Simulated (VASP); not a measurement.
C, 18 atoms in the cell. The cell holds a slab with vacuum, 18 atoms: a = 7.398 Å, b = 7.398 Å, c = 13.000 Å, α = 90.00°, β = 90.00°, γ = 120.00°. The cell was built by a generator and needn't be a form met in nature.

* Program: VASP 6.6.1
* Task: single point
* Functional: PBE
* Dispersion: D3(BJ)
* Potentials or basis: VASP PAW PBE potentials, release 64 (C)
* Cutoff: 520 eV
* k mesh: 2 × 2 × 1
* Occupations: fermi-dirac, width 0.05 eV
* Spin: no spin polarisation
* Dipole correction: no
* Further INCAR settings: LREAL = Auto; ALGO = Fast; EDIFF = 1e-06; NBANDS = 51

Potentials or basis: VASP PAW PBE potentials, release 64 (C).

The run is started by

```bash
$ cat potpaw_PBE.64/C/POTCAR > POTCAR
$ mpirun -np 1 vasp_std > vasp.out
```

Hardware: 1 thread of AMD EPYC 9R45 96-Core Processor (Zen 5) (shared host).

How long does it take, and how much memory?

Run time: 2.7 min on 1 thread of AMD EPYC 9R45 96-Core Processor (Zen 5), with other jobs on the host, peak memory 0.6 GiB. Counts: scf iterations 21, k points 4.
